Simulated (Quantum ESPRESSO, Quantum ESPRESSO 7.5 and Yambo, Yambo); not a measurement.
## GaAs (F-43m): G0W0 with Yambo, start to end

How does a plane-wave GW calculation on GaAs (F-43m) run from the first input to the gap?

Calculated with Quantum ESPRESSO 7.5 and Yambo 5.3.0; PBE and many-body steps on it, plane waves.

**Experimental background.**

- Gap 1.51 eV: band-edge emission energy from PL (direct gap at Gamma); photoluminescence, 633 nm excitation; 77 K; bulk crystal (MBE GaAs matrix around a thin InAs wetting layer on semi-insulating GaAs (100)) (“Photoluminescence of InAs/GaAs quantum dots under direct two-photon excitation”, 2020, pmc:7331710).

- Gap 1.412 ± 0.01 eV: direct gap E0 at Gamma from ellipsometry; variable-angle spectroscopic ellipsometry, parametric critical-point fit; 300 K; bulk crystal (semi-insulating GaAs(001) reference substrate with native oxide) (“Evidence of valence band perturbations in GaAsN/GaAs(001): A combined variable-angle spectroscopic ellipsometry and modulated photoreflectance investigation”, 2008, arxiv:0805.2212).

- Gap 1.42 eV: fundamental direct gap E0 at Gamma, seen as sharp points in Psi and Delta; spectroscopic ellipsometry; 300 K; bulk crystal (semi-insulating GaAs (100) substrate) (“Ellipsometric study of the Electronic Structure of GaMnAs and LT-GaAs”, 2004, arxiv:cond-mat/0404304).

- Gap 1.418 ± 0.005 eV: direct gap E0 at Gamma from PR; modulated photoreflectance, low-field lineshape fit; 300 K; bulk crystal (semi-insulating GaAs(001) reference substrate) (“Evidence of valence band perturbations in GaAsN/GaAs(001): A combined variable-angle spectroscopic ellipsometry and modulated photoreflectance investigation”, 2008, arxiv:0805.2212).

This is a report of a sequence of runs, with most program output left out.

## Step 1: Starting point

The structure is cubic, space group F-43m (No. 216). The conventional cell has a = 5.654 Å, b = 5.654 Å, c = 5.654 Å, α = 90.00°, β = 90.00°, γ = 90.00°. Ga has 4 As at 2.45 Å nearest. Nearest to As lie 4 Ga at 2.45 Å. Farther neighbours are not listed.

The cell and positions come from the Crystallography Open Database and are kept as given unless a step says otherwise.

## Step 2: Ground state

This step: Quantum ESPRESSO 7.5; DFT, PBE, plane waves, norm-conserving pseudopotentials.

The ground-state density comes first.

File pw.in:

```
&control
  calculation = 'scf'
  prefix = 'x'
  outdir = 'o'
  pseudo_dir = 'pseudo'
/
&system
  ibrav = 0
  nat = 2
  ntyp = 2
  ecutwfc = 104.0
  nbnd = 27
  force_symmorphic = .true.
/
&electrons
  conv_thr = 1e-10
  electron_maxstep = 80
  mixing_beta = 0.5
/
ATOMIC_SPECIES
  Ga 69.723 Ga.upf
  As 74.922 As.upf
CELL_PARAMETERS angstrom
  0.0000000000 2.8268500000 2.8268500000
  2.8268500000 0.0000000000 2.8268500000
  2.8268500000 2.8268500000 -0.0000000000
ATOMIC_POSITIONS crystal
  Ga 0.0000000000 0.0000000000 0.0000000000
  As 0.2500000000 0.2500000000 0.2500000000
K_POINTS automatic
  6 6 6 0 0 0
```

Launch:

```sh
$ OMP_NUM_THREADS=1 mpirun -n 8 pw.x -nk 8 -in pw.in > pw.out
```

Elapsed: 5.9 s, on 8 MPI ranks of AMD EPYC 7R43, shared host; peak memory 0.65 GiB.

Numbers from this step:

* total energy: -15064.4168 eV
* gap: 0.5181 eV
* k of the valence top: 0, 0, 0
* k of the conduction bottom: 0, 0, 0
* least direct gap: 0.5181 eV

The gap is direct, at Γ.

## Step 3: Bands along the symmetry lines

Levels along a band path, at the cheap level, show where the edges lie and whether the meshes to come will hold them.

File pw.in:

```
&control
  calculation = 'bands'
  prefix = 'x'
  outdir = 'o'
  pseudo_dir = 'pseudo'
/
&system
  ibrav = 0
  nat = 2
  ntyp = 2
  ecutwfc = 104.0
  nbnd = 28
  force_symmorphic = .true.
/
&electrons
  conv_thr = 1e-9
  electron_maxstep = 80
  diago_full_acc = .true.
  diago_thr_init = 5e-6
/
ATOMIC_SPECIES
  Ga 69.723 Ga.upf
  As 74.922 As.upf
CELL_PARAMETERS angstrom
  0.0000000000 2.8268500000 2.8268500000
  2.8268500000 0.0000000000 2.8268500000
  2.8268500000 2.8268500000 -0.0000000000
ATOMIC_POSITIONS crystal
  Ga 0.0000000000 0.0000000000 0.0000000000
  As 0.2500000000 0.2500000000 0.2500000000
K_POINTS crystal
  50
  0.00000000 0.00000000 0.00000000 1
  -0.06250000 -0.06250000 0.00000000 1
  -0.12500000 -0.12500000 0.00000000 1
  -0.18750000 -0.18750000 0.00000000 1
  -0.25000000 -0.25000000 0.00000000 1
  -0.31250000 -0.31250000 0.00000000 1
  -0.37500000 -0.37500000 0.00000000 1
  -0.43750000 -0.43750000 0.00000000 1
  -0.50000000 -0.50000000 0.00000000 1
  -0.48437500 -0.48437500 0.03125000 1
  -0.46875000 -0.46875000 0.06250000 1
  -0.45312500 -0.45312500 0.09375000 1
  -0.43750000 -0.43750000 0.12500000 1
  -0.42187500 -0.42187500 0.15625000 1
  -0.40625000 -0.40625000 0.18750000 1
  -0.39062500 -0.39062500 0.21875000 1
  -0.37500000 -0.37500000 0.25000000 1
  -0.37500000 0.00000000 0.37500000 1
  -0.32812500 0.00000000 0.32812500 1
  -0.28125000 0.00000000 0.28125000 1
  -0.23437500 0.00000000 0.23437500 1
  -0.18750000 0.00000000 0.18750000 1
  -0.14062500 0.00000000 0.14062500 1
  -0.09375000 0.00000000 0.09375000 1
  -0.04687500 0.00000000 0.04687500 1
  0.00000000 0.00000000 0.00000000 1
  0.00000000 0.00000000 0.06250000 1
  0.00000000 0.00000000 0.12500000 1
  0.00000000 0.00000000 0.18750000 1
  0.00000000 0.00000000 0.25000000 1
  0.00000000 0.00000000 0.31250000 1
  0.00000000 0.00000000 0.37500000 1
  0.00000000 0.00000000 0.43750000 1
  -0.00000000 -0.00000000 0.50000000 1
  -0.06250000 -0.03125000 0.46875000 1
  -0.12500000 -0.06250000 0.43750000 1
  -0.18750000 -0.09375000 0.40625000 1
  -0.25000000 -0.12500000 0.37500000 1
  -0.31250000 -0.15625000 0.34375000 1
  -0.37500000 -0.18750000 0.31250000 1
  -0.43750000 -0.21875000 0.28125000 1
  -0.50000000 -0.25000000 0.25000000 1
  -0.50000000 -0.28125000 0.21875000 1
  -0.50000000 -0.31250000 0.18750000 1
  -0.50000000 -0.34375000 0.15625000 1
  -0.50000000 -0.37500000 0.12500000 1
  -0.50000000 -0.40625000 0.09375000 1
  -0.50000000 -0.43750000 0.06250000 1
  -0.50000000 -0.46875000 0.03125000 1
  -0.50000000 -0.50000000 0.00000000 1
```

It took 4 s on 8 MPI ranks; peak memory 0.61 GiB.

This step gave:

- gap: 0.5181 eV
- k of the valence top: 0, 0, 0
- k of the conduction bottom: 0, 0, 0
- least direct gap: 0.5181 eV

The gap is 0.518 eV, as in the run before at this level.

Electronic bands along the path, in eV, zero at the top of the highest filled band:

| point | band 19 | band 20 | band 21 | band 22 | band 23 | band 24 | band 25 | band 26 |
| --- | --- | --- | --- | --- | --- | --- | --- | --- |
| Γ | -12.73 | 0.00 | 0.00 | 0.00 | 0.52 | 3.74 | 3.74 | 3.74 |
| halfway | -11.80 | -4.09 | -1.69 | -1.69 | 1.99 | 3.27 | 6.62 | 6.62 |
| X | -10.22 | -6.81 | -2.68 | -2.68 | 1.47 | 1.66 | 10.18 | 10.18 |
| halfway | -10.21 | -6.77 | -3.20 | -2.57 | 1.66 | 2.57 | 9.21 | 9.42 |
| U | -10.26 | -6.63 | -3.86 | -2.26 | 1.97 | 4.64 | 7.96 | 8.07 |
| jump to K | -10.26 | -6.63 | -3.86 | -2.26 | 1.97 | 4.64 | 7.96 | 8.07 |
| halfway | -11.71 | -4.56 | -2.44 | -0.68 | 2.69 | 4.77 | 4.81 | 5.65 |
| Γ | -12.73 | 0.00 | 0.00 | 0.00 | 0.52 | 3.74 | 3.74 | 3.74 |
| halfway | -12.03 | -4.14 | -0.68 | -0.68 | 1.45 | 4.60 | 4.60 | 5.96 |
| L | -10.96 | -6.63 | -1.14 | -1.14 | 1.00 | 4.64 | 4.64 | 7.76 |
| halfway | -10.62 | -6.48 | -3.22 | -1.94 | 3.03 | 4.17 | 6.35 | 7.70 |
| W | -10.17 | -6.63 | -3.53 | -3.34 | 4.62 | 4.73 | 5.42 | 6.05 |
| halfway | -10.20 | -6.73 | -3.14 | -3.04 | 2.56 | 2.76 | 8.15 | 8.36 |
| X | -10.22 | -6.81 | -2.68 | -2.68 | 1.47 | 1.66 | 10.18 | 10.18 |

## Step 4: Empty states on the mesh, 4×4×4 mesh, 88 bands

The sums over transitions need many empty states on a uniform mesh; this step solves for them.

File pw.in:

```
&control
  calculation = 'nscf'
  prefix = 'x'
  outdir = 'o'
  pseudo_dir = 'pseudo'
/
&system
  ibrav = 0
  nat = 2
  ntyp = 2
  ecutwfc = 104.0
  nbnd = 88
  force_symmorphic = .true.
/
&electrons
  conv_thr = 1e-9
  electron_maxstep = 80
  diago_full_acc = .true.
  diago_thr_init = 5e-6
/
ATOMIC_SPECIES
  Ga 69.723 Ga.upf
  As 74.922 As.upf
CELL_PARAMETERS angstrom
  0.0000000000 2.8268500000 2.8268500000
  2.8268500000 0.0000000000 2.8268500000
  2.8268500000 2.8268500000 -0.0000000000
ATOMIC_POSITIONS crystal
  Ga 0.0000000000 0.0000000000 0.0000000000
  As 0.2500000000 0.2500000000 0.2500000000
K_POINTS automatic
  4 4 4 0 0 0
```

Launch:

```sh
$ OMP_NUM_THREADS=1 mpirun -n 8 pw.x -nk 4 -in pw.in > pw.out
```

It took 3.9 s on 8 MPI ranks; peak memory 0.61 GiB.

This step gave:

```
gap                                                           : 0.5181 eV
k of the valence top                                          : 0, 0, 0
k of the conduction bottom                                    : 0, 0, 0
least direct gap                                              : 0.5181 eV
k points computed                                             : 8
lowest point of the top converged band, above the valence top : 64.3850 eV
```

On this mesh the gap is 0.518 eV.

## Step 5: Conversion and set-up

This step: Yambo 5.3.0; conversion and set-up on PBE, plane waves, norm-conserving pseudopotentials.

The states are converted to the many-body program's format and the q mesh is built.

Launch:

```sh
$ (cd o/x.save; p2y > p2y.log; mv SAVE ../..); yambo > setup.log
```

It took 4 s on 1 MPI rank; peak memory 0.25 GiB.

## Step 6: Screening and self-energy, 4×4×4 mesh, 88 bands, screening to 129.3 eV

G0W0 replaces the xc potential by the self-energy, built once from these orbitals. Only a window of levels is corrected, while the sums run over the empty bands that the input names.

This step: G0W0 on PBE, plane waves, norm-conserving pseudopotentials.

File gw1.in:

```
HF_and_locXC
gw0
dyson
ppa
em1d
rim_cut
RandQpts= 1000000
RandGvec= 1 RL
EXXRLvcs= 104 Ry
VXCRLvcs= 416 Ry
Chimod= "HARTREE"
% BndsRnXp
 1 | 88 |
%
NGsBlkXp= 9.5 Ry
% LongDrXp
 1 | 1 | 1 |
%
% GbndRnge
 1 | 88 |
%
DysSolver= "n"
ExtendOut
PPAPntXp= 27.21138 eV
% QPkrange
 1 | 1 | 21 | 24 |
%
```

Launch:

```sh
$ OMP_NUM_THREADS=1 mpirun -n 8 yambo -F gw1.in -J gw1 -C gw1 > gw1.log
```

Elapsed: 53 s, on 8 MPI ranks; peak memory 4.3 GiB; 6.9 min of CPU time.

Numbers from this step:

```
G0W0 gap on the points computed              : 1.195 eV
starting gap on the mesh                     : 0.5181 eV
k of the valence top                         : 0, 0, 0
k of the conduction bottom                   : 0, 0, 0
least direct G0W0 gap on the computed points : 1.195 eV
Z at the valence top                         : 0.7950
Z at the conduction bottom                   : 0.7986
```

The gap on the mesh goes from 0.52 eV to 1.20 eV, a correction of +0.68 eV.

Limits: finite bands, cutoff and mesh; no spin-orbit coupling; coarse k mesh. v1 is the top filled band, c1 the lowest empty one. Levels before and after the correction, in eV, zero at the valence-band top of each column:

|  | conduction bottom | valence top |
| --- | --- | --- |
| Kohn-Sham | 0.52 | 0.00 |
| G0W0 | 1.20 | 0.00 |

|  | level | energy (eV) |
| --- | --- | --- |
| Kohn-Sham | Γ v2-v1 | 0.000 |
| Kohn-Sham | Γ c1 | 0.518 |
| Kohn-Sham | Γ c2 | 3.737 |
| G0W0 | Γ v2-v1 | 0.000 |
| G0W0 | Γ c1 | 1.195 |
| G0W0 | Γ c2 | 4.276 |

## Step 7: Where the time went

Times are wall times on the hardware named with each run, good to a factor of about two.

| step | time | share | memory (GiB) |
| --- | --- | --- | --- |
| ground state | 5.9 s | 8 % | 0.65 |
| bands along the symmetry lines | 4 s | 6 % | 0.61 |
| empty states on the mesh | 3.9 s | 5 % | 0.61 |
| conversion and set-up | 4 s | 6 % | 0.25 |
| screening and self-energy | 53 s | 75 % | 4.3 |

## Step 8: Results

* PBE gap: 0.52 eV, direct
* G0W0 gap on the mesh: 1.20 eV
* GW settings: 4×4×4 mesh, 88 bands, screening to 129.3 eV, Godby-Needs plasmon pole
* known limits: not at the basis limit; no spin-orbit coupling; coarse k mesh

G0W0 moves the gap on the mesh from 0.52 eV to 1.20 eV (+0.68 eV), with Z of 0.80 and 0.80 at the edges. Only 1 of the mesh's irreducible points was corrected, so a valley elsewhere could overtake. The dearest step here is «screening and self-energy». Against experiment, by G0W0@PBE: the direct gap of 1.20 eV lies −0.31 eV from the measured 1.51 eV (exciton, 77 K, 2020); the direct gap of 1.20 eV lies −0.22 eV from the measured 1.412 ± 0.01 eV (direct, 300 K, 2008); the direct gap of 1.20 eV lies −0.22 eV from the measured 1.42 eV (direct, 300 K, 2004); the direct gap of 1.20 eV lies −0.22 eV from the measured 1.418 ± 0.005 eV (direct, 300 K, 2008). An exciton line or allowed optical edge lies below the quasiparticle gap by the binding energy; a forbidden edge can push the onset above it. The calculation has static nuclei and no excitons; a measured gap holds zero-point and thermal motion, which mostly lowers it. Bands and cutoff are finite, so the gap is not at the basis limit. The miss can reach some tenths of an eV and take either sign; the mesh is an error of its own. In the G0W0 run levels were corrected at 1 k point alone, so a gap called «on the mesh» is the least over those, and an edge elsewhere would be missed. The 4×4×4 mesh is coarse for this cell, which bears on the long-range parts of exchange and screening. The many-body steps are scalar-relativistic: spin-orbit coupling is not in them.

[Paths, hosts, dates, memory and timing lines, banners, echoed tables and standing remarks are left out of the program output.]

[Logs are printed without paths, hosts, clocks, repeated set-up lines and the standing remarks that a program may print on its own settings, such as how far it seeks lower states.]

[Runs of the session that timed out or met a known fault of the program may be left out.]

[Hosts, paths, dates, database ids (printed as entryN), source tags and the programs' standing remarks are cut or masked in the printed files.]
